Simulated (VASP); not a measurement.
# ZnO (P6_3/mmc) in VASP: a series of runs

The runs below take ZnO through single point, with HSE06.

Everything below comes from runs of VASP 6.6.1. Logs are shortened: lines on timing, memory, paths and dates and some standing lists are left out, and cuts for length are marked.

### Step 1. The structure

It takes space group P6_3/mmc (No. 194, hexagonal). The conventional cell has a = 3.288 Å, b = 3.288 Å, c = 7.130 Å, α = 90.00°, β = 90.00°, γ = 120.00°. Zn (site symmetry -6m2) has 3 O at 1.90 Å as nearest neighbours. Around O (site symmetry -6m2) lie 3 Zn at 1.90 Å.

Measurements of this composition are mostly on another form, of space group No. 186.

### Step 2. Single point, HSE06

File POSCAR:

```
ZnO
1.0
    3.2879671587      0.0000000000      0.0000000000
   -1.6439835793      2.8474630862      0.0000000000
    0.0000000000      0.0000000000      7.1304413500
Zn O
2 2
Direct
    0.0000000000      0.0000000000      0.2500000000
    0.0000000000      0.0000000000      0.7500000000
    0.6666666667      0.3333333333      0.7500000000
    0.3333333333      0.6666666667      0.2500000000
```

File INCAR.step1:

```
ALGO = Normal
EDIFF = 1E-5
ENCUT = 280
GGA = PE
ISIF = 2
ISMEAR = 0
LASPH = True
LCHARG = False
LREAL = False
LWAVE = True
NBANDS = 26
NELM = 100
NKRED = 1
PREC = Accurate
SIGMA = 0.01
```

File INCAR.step2:

```
ALGO = Normal
EDIFF = 1E-6
ENCUT = 280
GGA = PE
HFSCREEN = 0.2
ISIF = 2
ISMEAR = 0
ISTART = 1
LASPH = True
LCHARG = False
LHFCALC = True
LREAL = False
LWAVE = False
NBANDS = 26
NELM = 100
NKRED = 1
PREC = Accurate
PRECFOCK = Fast
SIGMA = 0.01
```

File KPOINTS:

```
k-points
0
Gamma
  5 5 2
```

Potentials or basis: VASP PAW PBE potentials, release 64 (Zn, O).

Launch:

```bash
> cat potpaw_PBE.64/Zn/POTCAR potpaw_PBE.64/O/POTCAR > POTCAR
> cp INCAR.step1 INCAR
> mpirun -np 1 vasp_std > vasp.out
> cp INCAR.step2 INCAR
> mpirun -np 1 vasp_std > vasp.out
```

OUTCAR:

```text
EDIFF = 1E-6
   ENCUT = 280
   GGA = PE
   HFSCREEN = 0.2
   ISIF = 2
   ISMEAR = 0
   ISTART = 1
   LASPH = True
   LHFCALC = True
   LREAL = False
   NELM = 100
   NKRED = 1
   PREC = Accurate
   PRECFOCK = Fast

 Found     10 irreducible k-points:

 Following reciprocal coordinates:
            Coordinates               Weight
  0.000000  0.000000  0.000000      1.000000
  0.200000 -0.000000  0.000000      6.000000
  0.400000 -0.000000  0.000000      6.000000
  0.200000  0.200000  0.000000      6.000000
  0.400000  0.200000  0.000000      6.000000
  0.000000  0.000000  0.500000      1.000000
   k-points           NKPTS =     10   k-points in BZ     NKDIM =     50   number of bands    NBANDS=     26
   number of dos      NEDOS =    301   number of ions     NIONS =      4
   total plane-waves  NPLWV =  12960
   dimension x,y,z NGX =    18 NGY =   18 NGZ =   40
   dimension x,y,z NGXF=    36 NGYF=   36 NGZF=   80
   ions per type =               2   2
   NGX,Y,Z   is equivalent  to a cutoff of   9.10,  9.10,  9.33 a.u.
   NGXF,Y,Z  is equivalent  to a cutoff of  18.20, 18.20, 18.65 a.u.
 SYSTEM =  unknown system
   PREC   = accura    normal or accurate (medium, high low for compatibility)
   ISTART =      1    job   : 0-new  1-cont  2-samecut
   ICHARG =      0    charge: 1-file 2-atom 10-const
   ISPIN  =      1    spin polarized calculation?
   LNONCOLLINEAR =      F non collinear calculations
   LSORBIT =      F    spin-orbit coupling
   LASPH  =      T    aspherical Exc in radial PAW
   ENCUT  =  280.0 eV  20.58 Ry    4.54 a.u.   4.49  4.49  9.73*2*pi/ulx,y,z
   NELM   =    100;   NELMIN=  2; NELMDL=  0     # of ELM steps
   EDIFF  = 0.1E-05   stopping-criterion for ELM
   LREAL  =      F    real-space projection
   EDIFFG = 0.1E-04   stopping-criterion for IOM
   NSW    =      0    number of steps for IOM
   IBRION =     -1    ionic relax: 0-MD 1-quasi-New 2-CG
   NFREE  =      0    steps in history (QN), initial steepest desc. (CG)
   ISIF   =      2    stress and relaxation
   ISYM   =      3    0-nonsym 1-usesym 2-fastsym
   POTIM  = 0.5000    time-step for ionic-motion
   TEBEG  =    0.0;   TEEND  =   0.0 temperature during run
   PSTRESS=    0.0 pullay stress
   NELECT =      36.0000    total number of electrons
   NUPDOWN=      -1.0000    fix difference up-down
   EMIN   =  10.00;   EMAX   =-10.00  energy-range for DOS
   EFERMI =   0.00;   METHOD = LEGACY
   ISMEAR =     0;   SIGMA  =   0.01  broadening in eV -4-tet -1-fermi 0-gaus
   EFERMI_NEDOS =   21; number of points for ismear=-14 and -15
   IALGO  =     38    algorithm
   IMIX   =      1    mixing-type and parameters
     AMIX     =   0.40;   BMIX     =  1.00
     AMIX_MAG =   1.60;   BMIX_MAG =  1.00
  volume/ion in A,a.u.               =      16.69       112.63
  Fermi-wavevector in a.u.,A,eV,Ry     =   1.332524  2.518105 24.158775  1.775620
  Thomas-Fermi vector in A             =   2.461452
   LORBIT       =      0    0 simple, 1 ext, 2 COOP (PROOUT), +10 PAW based schemes
   GGA     = PE    functional components
   LHFCALC =     T    Hartree Fock is set to
   PRECFOCK=fast      Normal, Fast or Accurate (Low or Medium for compatibility)
   ENCUT4O =  -1.0   cutoff for four orbital integrals eV
   NKREDX  =     1    reduce k-point grid by
   NKREDY  =     1    reduce k-point grid by
   NKREDZ  =     1    reduce k-point grid by
   AEXX    =    0.2500 exact exchange contribution
   HFSCREEN=    0.2000 screening length (either q_TF or 0.3 A-1)
   HFSCREENC=   0.2000 screening length for correlation (either q_TF or 0.3 A-1)
   ENCUTFOCK=  -1.0 apply spherical cutoff to Coloumb kernel
   IVDW    =     0    specifies the selected vdW correction
   LEPSILON=     F    determine dielectric tensor
   LRPA    =     F    only Hartree local field effects (RPA)
 non-spin polarized calculation
 Gauss-broadening in eV      SIGMA  =   0.01
  energy-cutoff  :      280.00
  volume of cell :       66.76
 maximum number of plane-waves:       733
 NGX is ok and might be reduce to    18
  NGX = 12; NGY = 12; NGZ = 28

 number of electron      36.0000058 magnetization

 Free energy of the ion-electron system (eV)
  ---------------------------------------------------
  ext. energy  EPLUGINS =         0.00000000
  ---------------------------------------------------
  free energy    TOTEN  =       -22.18869865 eV

  energy without entropy =      -22.18869865  energy(sigma->0) =      -22.18869865

 E-fermi :  -1.8714     XC(G=0):  -7.3416

 val. band max:       -1.9576060394   @ k =   0.0000   0.0000   0.0000
 cond. band min:       0.4185342966   @ k =   0.0000   0.0000   0.0000
 fundamental gap:      2.3761403360
 Fermi energy:        -1.8714172509

 k-point     1 :       0.0000    0.0000    0.0000
  band No.  band energies     occupation
      1     -21.0483      2.00000
      2     -20.9482      2.00000
      3      -8.9794      2.00000
      4      -8.9794      2.00000
      5      -8.9758      2.00000
      6      -8.9758      2.00000
[... 18 lines left out ...]
     25      12.9947      0.00000
     26      13.8513      0.00000

 k-point     2 :       0.2000   -0.0000    0.0000
  band No.  band energies     occupation
      1     -20.8679      2.00000
      2     -20.7993      2.00000
      3      -8.9604      2.00000
      4      -8.9409      2.00000
      5      -8.7260      2.00000
      6      -8.7158      2.00000
[... 18 lines left out ...]
     25      12.0459      0.00000
     26      13.6935      0.00000

 k-point     3 :       0.4000   -0.0000    0.0000
  band No.  band energies     occupation
      1     -20.5732      2.00000
      2     -20.5385      2.00000
      3      -8.6425      2.00000
      4      -8.6336      2.00000
      5      -8.2777      2.00000
      6      -8.2077      2.00000
[... 18 lines left out ...]
     25      11.9520      0.00000
     26      13.7976      0.00000

 k-point     4 :       0.2000    0.2000    0.0000
  band No.  band energies     occupation
      1     -20.6334      2.00000
      2     -20.5921      2.00000
      3      -8.7660      2.00000
      4      -8.7570      2.00000
      5      -8.2756      2.00000
      6      -8.2630      2.00000
[... 18 lines left out ...]
     25      11.2349      0.00000
     26      13.2846      0.00000

 k-point     5 :       0.4000    0.2000    0.0000
  band No.  band energies     occupation
      1     -20.4841      2.00000
      2     -20.4686      2.00000
      3      -8.4865      2.00000
      4      -8.4635      2.00000
      5      -8.2726      2.00000
      6      -8.1811      2.00000
[... 18 lines left out ...]
     25      11.2253      0.00000
     26      11.3984      0.00000

 k-point     6 :       0.0000    0.0000    0.5000
  band No.  band energies     occupation
      1     -20.9909      2.00000
      2     -20.9909      2.00000
      3      -8.9749      2.00000
      4      -8.9749      2.00000
      5      -8.9749      2.00000
      6      -8.9749      2.00000
[... 18 lines left out ...]
     25      13.3587      0.00000
     26      13.3587      0.00000

 [... further k-points ...]

------------------------ aborting loop because EDIFF is reached ----------------------------------------

  FORCE on cell =-STRESS in cart. coord.  units (eV):
  Direction    XX          YY          ZZ          XY          YZ          ZX
  --------------------------------------------------------------------------------------
  -------------------------------------------------------------------------------------
  Total      -13.4851471    -13.4851471    -13.0608466     -0.0000000      0.0000000     -0.0000000
  in kB     -323.6415592   -323.6415592   -313.4584093     -0.0000000      0.0000000     -0.0000000
  external PRESSURE =    -320.2471759 kB  Pullay stress =       0.0000000 kB

 VOLUME and BASIS-vectors are now :
 -----------------------------------------------------------------------------
  energy-cutoff  :      280.00
  volume of cell :       66.76
      direct lattice vectors                 reciprocal lattice vectors
     3.287967159  0.000000000  0.000000000     0.304139291  0.175594901  0.000000000
    -1.643983579  2.847463086  0.000000000     0.000000000  0.351189803  0.000000000
     0.000000000  0.000000000  7.130441350     0.000000000  0.000000000  0.140243773

 POSITION                                       TOTAL-FORCE (eV/Angst)
 -----------------------------------------------------------------------------------
      0.00000      0.00000      1.78261        -0.000000      0.000000      0.000000
      0.00000      0.00000      5.34783         0.000000     -0.000000     -0.000000
      1.64398      0.94915      5.34783         0.000000     -0.000000     -0.000000
     -0.00000      1.89831      1.78261        -0.000000      0.000000     -0.000000
 -----------------------------------------------------------------------------------
    total drift:                                0.000000     -0.000000      0.000000

  FREE ENERGIE OF THE ION-ELECTRON SYSTEM (eV)
  ---------------------------------------------------
  free  energy   TOTEN  =       -22.1886986521 eV

  energy  without entropy=      -22.1886986521  energy(sigma->0) =      -22.18869865
```

Run time: 5.2 min. Hardware: 1 thread of AMD EPYC 9R45 (Zen 5), shared host; peak memory 0.21 GiB.

The run converged, but a check on its numbers failed (symmetry, net force, bounds or a known fault of this set-up), so they aren't taken as properties of the crystal.

Caveat: the k mesh is coarse (spacing up to 0.44 Å⁻¹), so the values aren't converged, least of all with exact exchange; the cutoff lies under the usual one of these potentials, so the numbers hold a large basis-set error; a pressure of tens of GPa on the cell as given is suspect, and the run, the potentials or the cell itself is likely at fault; the PAW data sets were made with another functional, which shifts forces and pressure a little.

### Step 3. Single point, HSE06

POSCAR is that of step 2.

INCAR.step1: that of step 2 with these lines changed.

```diff
@@ -2,3 +2,3 @@
 EDIFF = 1E-5
-ENCUT = 280
+ENCUT = 400
 GGA = PE
```

INCAR.step2: that of step 2 with these lines changed.

```diff
@@ -2,3 +2,3 @@
 EDIFF = 1E-6
-ENCUT = 280
+ENCUT = 400
 GGA = PE
```

File KPOINTS:

```
k-points
0
Gamma
  4 4 2
```

Potentials or basis: VASP PAW PBE potentials, release 64 (Zn, O).

Launch:

```bash
> cat potpaw_PBE.64/Zn/POTCAR potpaw_PBE.64/O/POTCAR > POTCAR
> cp INCAR.step1 INCAR
> mpirun -np 1 vasp_std > vasp.out
> cp INCAR.step2 INCAR
> mpirun -np 1 vasp_std > vasp.out
```

OUTCAR:

```text
EDIFF = 1E-6
   ENCUT = 400
   GGA = PE
   HFSCREEN = 0.2
   ISIF = 2
   ISMEAR = 0
   ISTART = 1
   LASPH = True
   LHFCALC = True
   LREAL = False
   NELM = 100
   NKRED = 1
   PREC = Accurate
   PRECFOCK = Fast

 Found      8 irreducible k-points:

 Following reciprocal coordinates:
            Coordinates               Weight
  0.000000  0.000000  0.000000      1.000000
  0.250000  0.000000  0.000000      6.000000
  0.500000  0.000000  0.000000      3.000000
  0.250000  0.250000  0.000000      6.000000
  0.000000  0.000000  0.500000      1.000000
  0.250000  0.000000  0.500000      6.000000
   k-points           NKPTS =      8   k-points in BZ     NKDIM =     32   number of bands    NBANDS=     26
   number of dos      NEDOS =    301   number of ions     NIONS =      4
   total plane-waves  NPLWV =  27648
   dimension x,y,z NGX =    24 NGY =   24 NGZ =   48
   dimension x,y,z NGXF=    48 NGYF=   48 NGZF=   96
   ions per type =               2   2
   NGX,Y,Z   is equivalent  to a cutoff of  12.13, 12.13, 11.19 a.u.
   NGXF,Y,Z  is equivalent  to a cutoff of  24.27, 24.27, 22.38 a.u.
 SYSTEM =  unknown system
   PREC   = accura    normal or accurate (medium, high low for compatibility)
   ISTART =      1    job   : 0-new  1-cont  2-samecut
   ICHARG =      0    charge: 1-file 2-atom 10-const
   ISPIN  =      1    spin polarized calculation?
   LNONCOLLINEAR =      F non collinear calculations
   LSORBIT =      F    spin-orbit coupling
   LASPH  =      T    aspherical Exc in radial PAW
   ENCUT  =  400.0 eV  29.40 Ry    5.42 a.u.   5.36  5.36 11.63*2*pi/ulx,y,z
   NELM   =    100;   NELMIN=  2; NELMDL=  0     # of ELM steps
   EDIFF  = 0.1E-05   stopping-criterion for ELM
   LREAL  =      F    real-space projection
   EDIFFG = 0.1E-04   stopping-criterion for IOM
   NSW    =      0    number of steps for IOM
   IBRION =     -1    ionic relax: 0-MD 1-quasi-New 2-CG
   NFREE  =      0    steps in history (QN), initial steepest desc. (CG)
   ISIF   =      2    stress and relaxation
   ISYM   =      3    0-nonsym 1-usesym 2-fastsym
   POTIM  = 0.5000    time-step for ionic-motion
   TEBEG  =    0.0;   TEEND  =   0.0 temperature during run
[... 18 lines left out ...]
   ENCUT4O =  -1.0   cutoff for four orbital integrals eV
   NKREDX  =     1    reduce k-point grid by
   NKREDY  =     1    reduce k-point grid by
   NKREDZ  =     1    reduce k-point grid by
   AEXX    =    0.2500 exact exchange contribution
   HFSCREEN=    0.2000 screening length (either q_TF or 0.3 A-1)
   HFSCREENC=   0.2000 screening length for correlation (either q_TF or 0.3 A-1)
   ENCUTFOCK=  -1.0 apply spherical cutoff to Coloumb kernel
   IVDW    =     0    specifies the selected vdW correction
   LEPSILON=     F    determine dielectric tensor
   LRPA    =     F    only Hartree local field effects (RPA)
 non-spin polarized calculation
 Gauss-broadening in eV      SIGMA  =   0.01
  energy-cutoff  :      400.00
  volume of cell :       66.76
 maximum number of plane-waves:      1236
 NGX is ok and might be reduce to    24
  NGX = 12; NGY = 12; NGZ = 28

 number of electron      35.9999964 magnetization

 Free energy of the ion-electron system (eV)
  ---------------------------------------------------
  ext. energy  EPLUGINS =         0.00000000
  ---------------------------------------------------
  free energy    TOTEN  =       -21.74552305 eV

  energy without entropy =      -21.74552305  energy(sigma->0) =      -21.74552305

 E-fermi :  -1.8763     XC(G=0):  -7.3284

 val. band max:       -1.9262925718   @ k =   0.0000   0.0000   0.0000
 cond. band min:       0.5100063602   @ k =   0.0000   0.0000   0.0000
 fundamental gap:      2.4362989319
 Fermi energy:        -1.8763464292

 k-point     1 :       0.0000    0.0000    0.0000
  band No.  band energies     occupation
      1     -20.7617      2.00000
      2     -20.6762      2.00000
      3      -8.9677      2.00000
      4      -8.9677      2.00000
      5      -8.9539      2.00000
      6      -8.9539      2.00000
[... 163 lines left out ...]
     25      13.8918      0.00000
     26      13.8918      0.00000

 [... further k-points ...]

------------------------ aborting loop because EDIFF is reached ----------------------------------------

  FORCE on cell =-STRESS in cart. coord.  units (eV):
  Direction    XX          YY          ZZ          XY          YZ          ZX
  --------------------------------------------------------------------------------------
  -------------------------------------------------------------------------------------
  Total       -2.7251483     -2.7251483     -1.1236270     -0.0000000      0.0000000      0.0000000
  in kB      -65.4031619    -65.4031619    -26.9668827     -0.0000000      0.0000000      0.0000000
  external PRESSURE =     -52.5910689 kB  Pullay stress =       0.0000000 kB

 VOLUME and BASIS-vectors are now :
 -----------------------------------------------------------------------------
  energy-cutoff  :      400.00
  volume of cell :       66.76
      direct lattice vectors                 reciprocal lattice vectors
     3.287967159  0.000000000  0.000000000     0.304139291  0.175594901  0.000000000
    -1.643983579  2.847463086  0.000000000     0.000000000  0.351189803  0.000000000
     0.000000000  0.000000000  7.130441350     0.000000000  0.000000000  0.140243773

 POSITION                                       TOTAL-FORCE (eV/Angst)
 -----------------------------------------------------------------------------------
      0.00000      0.00000      1.78261         0.000000     -0.000000     -0.000000
      0.00000      0.00000      5.34783        -0.000000     -0.000000      0.000000
      1.64398      0.94915      5.34783        -0.000000     -0.000000     -0.000000
     -0.00000      1.89831      1.78261         0.000000      0.000000     -0.000000
 -----------------------------------------------------------------------------------
    total drift:                               -0.000000     -0.000000     -0.000001

  FREE ENERGIE OF THE ION-ELECTRON SYSTEM (eV)
  ---------------------------------------------------
  free  energy   TOTEN  =       -21.7455230460 eV

  energy  without entropy=      -21.7455230460  energy(sigma->0) =      -21.74552305
```

OUTCAR.step1:

```text
EDIFF = 1E-5
   ENCUT = 400
   GGA = PE
   ISIF = 2
[... 289 lines left out ...]
      0.00000      0.00000      1.78261        -0.000000      0.000000     -0.000000
      0.00000      0.00000      5.34783         0.000000     -0.000000     -0.000000
      1.64398      0.94915      5.34783         0.000000     -0.000000      0.000000
     -0.00000      1.89831      1.78261        -0.000000      0.000000     -0.000000
 -----------------------------------------------------------------------------------
    total drift:                               -0.000000      0.000000     -0.000000

  FREE ENERGIE OF THE ION-ELECTRON SYSTEM (eV)
  ---------------------------------------------------
  free  energy   TOTEN  =       -16.9600330390 eV

  energy  without entropy=      -16.9600330390  energy(sigma->0) =      -16.96003304
```

It took 2.5 min on 1 thread of AMD EPYC 9R45 (Zen 5), shared host; peak memory 0.24 GiB.

These settings aren't checked as converged: the numbers below hold their error.

What came out:

* Free energy: -21.7455 eV
* Band gap on the k mesh: 2.44 eV, direct

Caveat: the k mesh is coarse (spacing up to 0.55 Å⁻¹), so the values aren't converged, least of all with exact exchange; the cutoff is under 1.25 times the usual one of these potentials, so pressure, stress and relaxed cells hold a basis-set (Pulay) error; the PAW data sets were made with another functional, which shifts forces and pressure a little.

### Step 4. Single point, HSE06

POSCAR is that of step 3.

INCAR.step1: that of step 3 with these lines changed.

```diff
@@ -2,3 +2,3 @@
 EDIFF = 1E-5
-ENCUT = 400
+ENCUT = 460
 GGA = PE
```

INCAR.step2: that of step 3 with these lines changed.

```diff
@@ -2,3 +2,3 @@
 EDIFF = 1E-6
-ENCUT = 400
+ENCUT = 460
 GGA = PE
```

KPOINTS is that of step 3.

Launch:

```bash
> cat potpaw_PBE.64/Zn/POTCAR potpaw_PBE.64/O/POTCAR > POTCAR
> cp INCAR.step1 INCAR
> mpirun -np 1 vasp_std > vasp.out
> cp INCAR.step2 INCAR
> mpirun -np 1 vasp_std > vasp.out
```

It took 3.4 min on 1 thread of AMD EPYC 9R45 (Zen 5), shared host; peak memory 0.24 GiB.

The run converged, but some of its settings lie outside the range that counts as converged, so its numbers aren't taken as properties of the crystal.

Results:

| Property | Result |
| --- | --- |
| Free energy | -21.7057 eV |
| Pressure | -2.7 GPa |
| Band gap on the k mesh | 2.43 eV, direct |

Caveat: the k mesh is coarse (spacing up to 0.55 Å⁻¹), so the values aren't converged, least of all with exact exchange; the cutoff is under 1.25 times the usual one of these potentials, so pressure, stress and relaxed cells hold a basis-set (Pulay) error; the PAW data sets were made with another functional, which shifts forces and pressure a little.
